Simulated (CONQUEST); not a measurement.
Ca under changes of volume

One of the cells (42.718 Å³/atom); the others are scaled copies at fixed shape and fractional positions:

```
Ca
1.0
     4.39223    0.00000    0.00000
     0.00000    4.41041    0.00000
     0.00000    0.00000    4.41041
Ca
2
Direct
  0.00000 0.50000 0.50000
  0.50000 0.00000 0.00000
```

This isn't the form of Ca at room conditions, which is fcc.

| Item | Value |
| --- | --- |
| Program | CONQUEST 1.3 |
| Functional | PBE |
| Potentials or basis | PseudoDojo NC PBE, DZP, grid of 48 × 48 × 48 points |
| k mesh | 6 × 6 × 6 |
| Occupations | fermi-dirac, width 0.05 eV |
| Spin | no spin polarisation |

```csv
volume (Å³/atom),energy over the lowest point (meV/atom),pressure (GPa)
40.155,?,?
41.009,6.67,1.0
41.864,2.57,0.5
42.718,0.52,0.3
43.573,0.00,-0.1
44.427,1.67,-0.5
45.281,4.72,-0.7
```

Task: What does the run at 40.155 Å³/atom give?

Result: Energy over the lowest point 13.04 meV/atom; pressure 1.4 GPa.

Worked out: A Birch-Murnaghan fit of order 3 (a polynomial in V^(-2/3)) to the other rows has its minimum at 43.29 Å³/atom with B0 = V·E''(V) = 17.1 GPa (rough, since the energies scatter) at fixed shape and positions, which overstates the stiffness. It gives 12.72 meV/atom at 40.155 Å³/atom, against the run's 13.04, and -dE/dV = 1.3 GPa, against 1.4.

Energies are extrapolated to zero smearing.

Caveats: the basis of atomic orbitals isn't converged, which shifts pressures, moduli and gaps.
